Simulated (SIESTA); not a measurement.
**Si under changes of volume**

One of the cells (14.258 Å³/atom); the others are scaled copies at fixed shape and fractional positions:

```
CELL_PARAMETERS angstrom
-1.63769 1.63769 1.32907
1.63769 -1.63769 1.32907
1.63769 1.63769 -1.32907
ATOMIC_POSITIONS crystal
Si 0.00000 0.00000 0.00000
```

This isn't the form of Si at room conditions, which is diamond.

* Program: SIESTA 5.4.2
* Functional: PBE
* Potentials or basis: PseudoDojo 0.4 standard (PBE files)
* Basis: DZP (energy shift 0.003 Ry)
* Grid cutoff: 500 Ry
* Energy shift: 0.003 Ry
* k mesh: 13 × 13 × 13
* Occupations: fermi-dirac, width 0.05 eV
* Spin: no spin polarisation

```csv
volume (Å³/atom),energy over the lowest point (meV/atom),pressure (GPa)
13.140,50.04,11.9
13.420,31.78,9.2
13.699,17.93,6.8
14.258,2.51,2.3
14.538,0.00,0.6
14.818,?,?
```

Task: What does the run at 14.818 Å³/atom give?

Result: Energy over the lowest point 0.25 meV/atom; pressure -0.9 GPa.

Worked out: A Birch-Murnaghan fit of order 3 (a polynomial in V^(-2/3)) to the other rows has its minimum at 14.62 Å³/atom, just outside them, with B0 = V·E''(V) = 91 GPa and B' = 3.9 at fixed shape and positions, which overstates the stiffness. It gives 0.67 meV/atom at 14.818 Å³/atom, against the run's 0.25, and -dE/dV = -1.2 GPa, against -0.9.

Energies are extrapolated to zero smearing.

Caveats: the basis of atomic orbitals isn't converged, which shifts pressures, moduli and gaps.
